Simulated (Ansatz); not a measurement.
This log comes from Ansatz, run on AlP (started from an entry of an open crystallographic database). Cell and atoms come from a relaxation with r2SCAN.

Structure:
```cif
data_structure
_symmetry_space_group_name_H-M 'P 1'
_symmetry_Int_Tables_number 1
_cell_length_a 3.8739
_cell_length_b 3.8739
_cell_length_c 3.8739
_cell_angle_alpha 60.000
_cell_angle_beta 60.000
_cell_angle_gamma 60.000
_cell_volume 41.11
loop_
_atom_site_label
_atom_site_type_symbol
_atom_site_fract_x
_atom_site_fract_y
_atom_site_fract_z
_atom_site_occupancy
Al1 Al 0.00000 0.00000 0.00000 1
P1 P 0.25000 0.25000 0.25000 1
```

Main lines of the log:
```
Pseudopotential: Al, paw, valence charge 3, recommended cutoff 420 eV
Pseudopotential: P, paw, valence charge 5, recommended cutoff 420 eV
Crystal: 2 atoms, lattice volume = 41.108 Å³
Basis set: ecut = 420 eV, 821 PW (Γ)
Bands: 8, of which v1, the nominal top of the filled ones, is band 4 counted from 1 (3 counted from 0)
Symmetry: 24 space group operations
Space group: F-43m (ITA 216)
k-points: 16 of 216 (time reversal used)
Free energy (F): -1294.433000 eV
Fermi energy:    4.951894 eV
--- Per-component energies (eV) ---
  E_band       = 4.290453
  E_kinetic    = 93.661572
  E_local      = -83.010132
  E_nonlocal   = 44.567101
  E_hartree    = 25.202471
  E_xc         = -101.480134
  E_vxc        = -89.983487
  E_paw        = -1036.893929
  E_vpaw       = -11.349069
  E_ewald      = -236.479950
--- G₀W₀: contour deformation, 7 samples at zero and on the imaginary axis and 2 off it, 216 q-points, 437 empty bands' worth ---
    ik  band        ε_KS         Σx   Σc(E_QP)       V_xc       Z   E_QP_lin       E_QP  E_QP is
     0     3      4.9519   -15.8130     1.2078   -13.7998  0.7603     4.1396     4.1466  root
     0     4      4.9519   -15.8130     1.2078   -13.7998  0.7603     4.1396     4.1466  root
     0     5      8.1721    -8.6198    -4.3043   -13.1086  0.7755     8.3569     8.3565  root
     0     6      9.4982    -6.3478    -4.4858   -11.0811  0.7667     9.7466     9.7457  root
     1     3      4.7124   -15.7435     1.2830   -13.6530  0.7588     3.8976     3.9049  root
     1     4      4.7124   -15.7435     1.2830   -13.6530  0.7588     3.8976     3.9049  root
     1     5      8.5321    -7.5292    -4.2942   -12.0301  0.7743     8.7393     8.7388  root
     1     6      9.9274    -6.3097    -4.6359   -11.1901  0.7608    10.1728    10.1718  root
     2     3      4.3446   -15.7804     1.4406   -13.5191  0.7559     3.5159     3.5240  root
     2     4      4.3446   -15.7804     1.4406   -13.5191  0.7559     3.5159     3.5240  root
     2     5      7.9681    -7.3811    -4.1102   -11.6782  0.7791     8.1553     8.1550  root
     2     6      9.9851    -5.7024    -4.6316   -10.5527  0.7631    10.2046    10.2039  root
     3     3      4.1961   -15.8298     1.5108   -13.4912  0.7546     3.3598     3.3683  root
     3     4      4.1961   -15.8298     1.5108   -13.4912  0.7546     3.3598     3.3683  root
     3     5      7.7301    -7.4483    -4.0421   -11.6696  0.7805     7.9095     7.9092  root
     3     6      9.7621    -5.4715    -4.5496   -10.2266  0.7671     9.9682     9.9675  root
     4     3      4.2163   -15.5130     1.4518   -13.2443  0.7556     3.3912     3.3994  root
     4     4      4.2163   -15.5130     1.4518   -13.2443  0.7556     3.3912     3.3994  root
     4     5      8.5367    -6.2116    -4.1968   -10.5907  0.7764     8.7194     8.7190  root
     4     6      9.5780    -7.8359    -4.5624   -12.5755  0.7632     9.7556     9.7552  root
     6     3      2.9718   -15.3338     1.8874   -12.6272  0.7435     2.1413     2.1526  root
     6     4      3.7669   -15.6404     1.6595   -13.1451  0.7513     2.9216     2.9312  root
     6     5      8.2600    -6.2684    -4.1404   -10.5477  0.7788     8.3990     8.3988  root
     6     6     10.0068    -6.5441    -4.5960   -11.2996  0.7613    10.1666    10.1662  root
     8     3      3.3482   -15.1347     1.7334   -12.5823  0.7485     2.5191     2.5292  root
     8     4      4.6475   -15.8479     1.3152   -13.7221  0.7581     3.8295     3.8370  root
     8     5      9.2510    -7.3354    -4.5285   -12.1251  0.7660     9.5132     9.5122  root
     8     6      9.9687    -6.6053    -4.4900   -11.2082  0.7640    10.0818    10.0816  root
     9     3      3.2442   -15.5387     1.8810   -12.8073  0.7458     2.3825     2.3939  root
     9     4      3.2442   -15.5387     1.8810   -12.8073  0.7458     2.3825     2.3939  root
     9     5      7.1805    -5.7252    -3.8466    -9.6411  0.7862     7.2499     7.2498  root
     9     6      8.1396    -5.7777    -4.0876    -9.9955  0.7824     8.2700     8.2698  root
    12     3      2.8729   -15.5971     2.0498   -12.6860  0.7411     1.9986     2.0116  root
    12     4      2.8729   -15.5971     2.0498   -12.6860  0.7411     1.9986     2.0116  root
    12     5      6.5506    -5.3105    -3.7105    -9.0291  0.7902     6.5587     6.5587  root
    12     6      7.4225    -6.1498    -3.8741   -10.1581  0.7858     7.5569     7.5567  root
```

The points are ik 0 = (0, 0, 0) (Γ), ik 1 = (0, 0, 1/6), ik 2 = (0, 0, 1/3), ik 3 = (0, 0, -1/2), ik 4 = (0, 1/6, 1/6), ik 6 = (0, 1/6, -1/2), ik 8 = (0, 1/6, -1/6), ik 9 = (0, 1/3, 1/3), ik 12 = (0, -1/2, -1/2); band 4 is the last filled one.

**Question.** Reconstruct the input.

**Answer.**
```yaml
crystal:
  # lattice and atoms as above
kpoints:
  mp_grid: { grid: [6, 6, 6] }
hamiltonian:
  xc: pbe
scf:
  occupations: { method: fixed }
gw:
  n_empty_bands: 437
  ecut_chi: 260
  qp_bands: [v2, c2]
  qp_kpoints: band_edges
  screening: { model: contour_deformation }
```
The quasiparticle table needs the gw block. The lines shown narrow the functional down without fixing it; this is the one that was run. This is the file that was run; thresholds and some counts can't be read off the log exactly.

**Question.** It took 13 s on 1 × NVIDIA H100 80GB HBM3 with 2 threads of AMD EPYC 7R13 Processor (Zen 3), on a shared host, load about 1.0 per core. What peak of host memory did it reach?

**Answer.** About 1.8 GiB.

Calculated for a static, non-magnetic cell.
